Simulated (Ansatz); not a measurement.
Born–Oppenheimer molecular dynamics of a periodic cell of 13 atoms, Mg$_{12}$H (host Mg, host structure hcp, interstitial H). It starts from a partly relaxed structure (largest force component 0.06 eV/Å).

Theory: DFT LDA, scalar-relativistic, plane waves, PAW (Ansatz 0.2.0). Settings: accuracy low, cutoff 420 eV, k mesh 3x2x3, fermi-dirac smearing 0.05 eV, no spin polarisation.

```
ensemble        : NVT, Langevin thermostat
time step       : 0.5 fs
steps asked     : 240
set temperature : 900 K
friction        : 0.01 /fs
seed            : 127980
```

Frames 0.5 fs apart, positions in Å, forces in eV/Å.

Velocities at 105 fs (Å/ps):

```
Mg -1.79 1.02 10.23
Mg -5.92 6.36 3.58
Mg 1.81 -0.83 -3.35
Mg -2.71 -0.54 -1.68
Mg 2.42 -1.01 -1.95
Mg 3.23 -10.47 0.30
Mg 1.17 -7.92 8.00
Mg -1.30 -2.27 -2.31
Mg 1.91 -2.49 3.74
Mg 1.29 -3.43 -2.76
Mg -5.96 8.66 4.58
Mg -8.36 7.42 0.95
H -14.06 12.01 17.24
```

```xyz
13
Lattice="6.4200 0.0000 0.0000 -4.8150 8.3398 0.0000 0.0000 0.0000 5.2130" Properties=species:S:1:pos:R:3:forces:R:3 time_fs=105 energy_less_start_eV=1.141 T=617
Mg -0.083 0.020 -0.015 -0.12 -0.05 0.14
Mg 0.195 1.672 2.702 -0.48 0.19 -0.42
Mg -1.544 2.916 -0.269 0.03 -0.44 -0.03
Mg -2.172 4.427 2.191 0.47 -0.17 1.04
Mg -3.228 5.562 0.033 -0.61 0.59 -0.76
Mg -3.514 7.322 2.680 0.33 -0.23 -0.25
Mg 3.122 0.234 -0.282 0.02 -0.54 0.25
Mg 3.233 1.564 2.401 0.10 0.46 -0.24
Mg 1.742 2.974 -0.347 -0.02 -0.46 0.86
Mg 1.157 4.583 2.699 -0.45 -0.10 -0.71
Mg -0.255 5.573 0.098 0.36 0.04 -0.49
Mg -0.163 7.218 2.370 -0.26 0.43 0.46
H -3.721 5.368 3.247 0.63 0.28 0.13
13
Lattice="6.4200 0.0000 0.0000 -4.8150 8.3398 0.0000 0.0000 0.0000 5.2130" Properties=species:S:1:pos:R:3:forces:R:3 time_fs=105.5 energy_less_start_eV=1.132 T=647
Mg -0.083 0.021 -0.010 -0.12 -0.04 0.13
Mg 0.192 1.675 2.704 -0.47 0.16 -0.42
Mg -1.543 2.916 -0.271 0.02 -0.43 -0.03
Mg -2.173 4.427 2.190 0.47 -0.17 1.04
Mg -3.227 5.561 0.032 -0.61 0.59 -0.75
Mg -3.512 7.316 2.680 0.32 -0.20 -0.24
Mg 3.123 0.231 -0.278 0.02 -0.53 0.24
Mg 3.232 1.563 2.400 0.09 0.46 -0.23
Mg 1.743 2.972 -0.345 -0.02 -0.46 0.86
Mg 1.158 4.581 2.697 -0.45 -0.09 -0.70
Mg -0.258 5.577 0.100 0.37 0.03 -0.50
Mg -0.167 7.222 2.370 -0.24 0.42 0.47
H -3.727 5.375 3.256 0.62 0.26 0.12
13
Lattice="6.4200 0.0000 0.0000 -4.8150 8.3398 0.0000 0.0000 0.0000 5.2130" Properties=species:S:1:pos:R:3:forces:R:3 time_fs=106 energy_less_start_eV=1.123 T=624
Mg -0.084 0.021 -0.005 -0.11 -0.04 0.12
Mg 0.188 1.678 2.705 -0.47 0.14 -0.41
Mg -1.542 2.916 -0.272 0.02 -0.43 -0.02
Mg -2.175 4.427 2.190 0.47 -0.17 1.04
Mg -3.226 5.561 0.031 -0.62 0.59 -0.74
Mg -3.510 7.311 2.680 0.31 -0.17 -0.24
Mg 3.123 0.227 -0.274 0.02 -0.52 0.22
Mg 3.231 1.562 2.399 0.09 0.47 -0.22
Mg 1.744 2.970 -0.343 -0.02 -0.46 0.85
Mg 1.159 4.579 2.696 -0.44 -0.08 -0.69
Mg -0.261 5.582 0.102 0.38 0.02 -0.50
Mg -0.171 7.225 2.371 -0.23 0.41 0.48
H -3.731 5.386 3.265 0.60 0.24 0.11
13
Lattice="6.4200 0.0000 0.0000 -4.8150 8.3398 0.0000 0.0000 0.0000 5.2130" Properties=species:S:1:pos:R:3:forces:R:3 time_fs=106.5 energy_less_start_eV=1.114 T=651
Mg -0.084 0.022 -0.001 -0.11 -0.04 0.11
Mg 0.184 1.682 2.707 -0.46 0.12 -0.41
Mg -1.540 2.915 -0.273 0.02 -0.42 -0.02
Mg -2.176 4.426 2.189 0.47 -0.17 1.04
Mg -3.225 5.560 0.030 -0.62 0.59 -0.72
Mg -3.508 7.306 2.680 0.30 -0.13 -0.24
Mg 3.124 0.223 -0.271 0.02 -0.51 0.21
Mg 3.229 1.560 2.398 0.08 0.47 -0.20
Mg 1.746 2.969 -0.341 -0.02 -0.45 0.85
Mg 1.159 4.577 2.695 -0.42 -0.06 -0.68
Mg -0.264 5.586 0.105 0.38 0.01 -0.51
Mg -0.176 7.229 2.371 -0.21 0.39 0.49
H -3.733 5.398 3.273 0.58 0.21 0.10
13
Lattice="6.4200 0.0000 0.0000 -4.8150 8.3398 0.0000 0.0000 0.0000 5.2130" Properties=species:S:1:pos:R:3:forces:R:3 time_fs=107 energy_less_start_eV=1.104 T=682
Mg -0.084 0.023 0.004 -0.11 -0.04 0.10
Mg 0.180 1.685 2.709 -0.45 0.10 -0.41
Mg -1.538 2.915 -0.274 0.01 -0.41 -0.01
Mg -2.178 4.426 2.189 0.47 -0.17 1.04
Mg -3.224 5.559 0.029 -0.62 0.59 -0.71
Mg -3.506 7.302 2.680 0.28 -0.09 -0.24
Mg 3.126 0.219 -0.268 0.01 -0.50 0.20
Mg 3.227 1.558 2.397 0.08 0.48 -0.19
Mg 1.747 2.967 -0.339 -0.02 -0.45 0.84
Mg 1.160 4.575 2.694 -0.40 -0.04 -0.66
Mg -0.268 5.590 0.108 0.39 0.00 -0.52
Mg -0.180 7.232 2.372 -0.20 0.38 0.49
H -3.735 5.410 3.282 0.55 0.17 0.08
13
Lattice="6.4200 0.0000 0.0000 -4.8150 8.3398 0.0000 0.0000 0.0000 5.2130" Properties=species:S:1:pos:R:3:forces:R:3 time_fs=107.5 energy_less_start_eV=1.095 T=671
Mg -0.084 0.025 0.008 -0.10 -0.04 0.09
Mg 0.176 1.689 2.711 -0.44 0.08 -0.41
Mg -1.536 2.914 -0.275 0.01 -0.41 -0.01
Mg -2.179 4.425 2.189 0.47 -0.18 1.04
Mg -3.223 5.559 0.027 -0.62 0.58 -0.69
Mg -3.504 7.298 2.680 0.27 -0.06 -0.25
Mg 3.127 0.214 -0.265 0.01 -0.49 0.19
Mg 3.225 1.556 2.396 0.08 0.48 -0.18
Mg 1.747 2.964 -0.337 -0.02 -0.45 0.83
Mg 1.161 4.573 2.693 -0.38 -0.02 -0.65
Mg -0.271 5.594 0.112 0.40 -0.01 -0.53
Mg -0.184 7.236 2.372 -0.18 0.37 0.50
H -3.735 5.424 3.291 0.51 0.13 0.06
13
Lattice="6.4200 0.0000 0.0000 -4.8150 8.3398 0.0000 0.0000 0.0000 5.2130" Properties=species:S:1:pos:R:3:forces:R:3 time_fs=108 energy_less_start_eV=1.086 T=652
Mg -0.084 0.026 0.013 -0.10 -0.03 0.08
Mg 0.172 1.693 2.713 -0.44 0.06 -0.42
Mg -1.534 2.913 -0.276 0.01 -0.40 -0.01
Mg -2.180 4.424 2.188 0.47 -0.18 1.04
Mg -3.223 5.558 0.026 -0.62 0.58 -0.68
Mg -3.501 7.293 2.679 0.26 -0.02 -0.25
Mg 3.129 0.210 -0.262 0.01 -0.48 0.17
Mg 3.223 1.554 2.394 0.07 0.49 -0.17
Mg 1.748 2.962 -0.335 -0.02 -0.44 0.83
Mg 1.161 4.571 2.692 -0.35 0.00 -0.63
Mg -0.274 5.598 0.115 0.41 -0.02 -0.54
Mg -0.187 7.239 2.373 -0.17 0.36 0.51
H -3.734 5.437 3.299 0.47 0.09 0.04
13
Lattice="6.4200 0.0000 0.0000 -4.8150 8.3398 0.0000 0.0000 0.0000 5.2130" Properties=species:S:1:pos:R:3:forces:R:3 time_fs=108.5 energy_less_start_eV=1.079 T=633
Mg -0.084 0.027 0.018 -0.09 -0.03 0.07
Mg 0.168 1.697 2.715 -0.43 0.03 -0.42
Mg -1.533 2.912 -0.276 0.00 -0.40 0.00
Mg -2.181 4.423 2.188 0.47 -0.18 1.04
Mg -3.222 5.557 0.024 -0.62 0.58 -0.66
Mg -3.499 7.289 2.679 0.25 0.03 -0.25
Mg 3.130 0.205 -0.259 0.01 -0.47 0.16
Mg 3.222 1.552 2.393 0.07 0.49 -0.16
Mg 1.749 2.959 -0.334 -0.02 -0.44 0.82
Mg 1.162 4.569 2.691 -0.33 0.02 -0.61
Mg -0.278 5.602 0.118 0.42 -0.03 -0.54
Mg -0.191 7.242 2.373 -0.15 0.35 0.52
H -3.732 5.449 3.307 0.43 0.05 0.02
13
Lattice="6.4200 0.0000 0.0000 -4.8150 8.3398 0.0000 0.0000 0.0000 5.2130" Properties=species:S:1:pos:R:3:forces:R:3 time_fs=109 energy_less_start_eV=1.073 T=661
Mg -0.084 0.029 0.022 -0.09 -0.03 0.06
Mg 0.163 1.701 2.716 -0.42 0.01 -0.42
Mg -1.531 2.910 -0.276 0.00 -0.39 0.00
Mg -2.182 4.422 2.187 0.47 -0.19 1.04
Mg -3.222 5.557 0.023 -0.63 0.57 -0.65
Mg -3.496 7.285 2.679 0.24 0.07 -0.26
Mg 3.131 0.202 -0.256 0.00 -0.46 0.15
Mg 3.221 1.549 2.392 0.06 0.50 -0.14
Mg 1.750 2.957 -0.332 -0.02 -0.44 0.82
Mg 1.163 4.568 2.690 -0.30 0.04 -0.59
Mg -0.281 5.605 0.120 0.43 -0.04 -0.55
Mg -0.195 7.245 2.373 -0.14 0.34 0.53
H -3.729 5.463 3.313 0.39 0.00 0.01
13
Lattice="6.4200 0.0000 0.0000 -4.8150 8.3398 0.0000 0.0000 0.0000 5.2130" Properties=species:S:1:pos:R:3:forces:R:3 time_fs=109.5 energy_less_start_eV=1.068 T=674
Mg -0.084 0.030 0.027 -0.08 -0.03 0.05
Mg 0.158 1.705 2.718 -0.41 -0.01 -0.42
Mg -1.530 2.909 -0.277 -0.01 -0.38 0.00
Mg -2.183 4.421 2.186 0.47 -0.19 1.05
Mg -3.222 5.556 0.022 -0.63 0.57 -0.63
Mg -3.494 7.280 2.680 0.23 0.12 -0.27
Mg 3.133 0.198 -0.253 0.00 -0.44 0.14
Mg 3.220 1.546 2.390 0.05 0.51 -0.13
Mg 1.751 2.955 -0.330 -0.03 -0.43 0.81
Mg 1.163 4.567 2.689 -0.27 0.07 -0.57
Mg -0.284 5.609 0.123 0.43 -0.05 -0.56
Mg -0.199 7.248 2.374 -0.12 0.33 0.53
H -3.725 5.478 3.321 0.35 -0.05 -0.01
13
Lattice="6.4200 0.0000 0.0000 -4.8150 8.3398 0.0000 0.0000 0.0000 5.2130" Properties=species:S:1:pos:R:3:forces:R:3 time_fs=110 energy_less_start_eV=1.064 T=636
Mg -0.083 0.032 0.032 -0.08 -0.03 0.04
Mg 0.153 1.710 2.719 -0.40 -0.03 -0.42
Mg -1.528 2.907 -0.277 -0.01 -0.37 0.01
Mg -2.184 4.419 2.186 0.48 -0.20 1.04
Mg -3.222 5.556 0.021 -0.62 0.56 -0.60
Mg -3.491 7.276 2.680 0.22 0.18 -0.28
Mg 3.135 0.194 -0.250 0.00 -0.43 0.13
Mg 3.219 1.543 2.389 0.05 0.52 -0.12
Mg 1.752 2.953 -0.328 -0.03 -0.43 0.80
Mg 1.163 4.565 2.688 -0.24 0.09 -0.55
Mg -0.287 5.613 0.125 0.44 -0.07 -0.56
Mg -0.203 7.251 2.375 -0.10 0.32 0.54
H -3.720 5.494 3.330 0.30 -0.11 -0.03
13
Lattice="6.4200 0.0000 0.0000 -4.8150 8.3398 0.0000 0.0000 0.0000 5.2130" Properties=species:S:1:pos:R:3:forces:R:3 time_fs=110.5 energy_less_start_eV=1.060 T=642
Mg -0.083 0.034 0.036 -0.08 -0.03 0.04
Mg 0.149 1.715 2.720 -0.40 -0.05 -0.42
Mg -1.527 2.905 -0.277 -0.02 -0.36 0.02
Mg -2.185 4.418 2.186 0.48 -0.20 1.04
Mg -3.222 5.556 0.020 -0.62 0.56 -0.58
Mg -3.489 7.273 2.681 0.21 0.23 -0.29
Mg 3.137 0.189 -0.248 -0.01 -0.42 0.12
Mg 3.218 1.541 2.388 0.04 0.52 -0.11
Mg 1.752 2.951 -0.326 -0.03 -0.43 0.80
Mg 1.164 4.564 2.687 -0.21 0.12 -0.53
Mg -0.290 5.616 0.127 0.45 -0.08 -0.57
Mg -0.208 7.253 2.376 -0.08 0.31 0.54
H -3.713 5.508 3.340 0.26 -0.17 -0.06
```

Of the whole run (120 fs, mean temperature of the second half 653 K): The mean temperature of the second half is 27 % below the set value. A run of 0.12 ps of so small a system gives no equilibrium averages. Limits of this set-up: coarse k mesh, odd electron count without spin, a small cell, in which the defect meets its images, a typed lattice constant that wasn't relaxed here, low accuracy level.

The run took 16 min on 2 threads of Arm Neoverse V2 (shared host), peak memory 0.58 GiB.
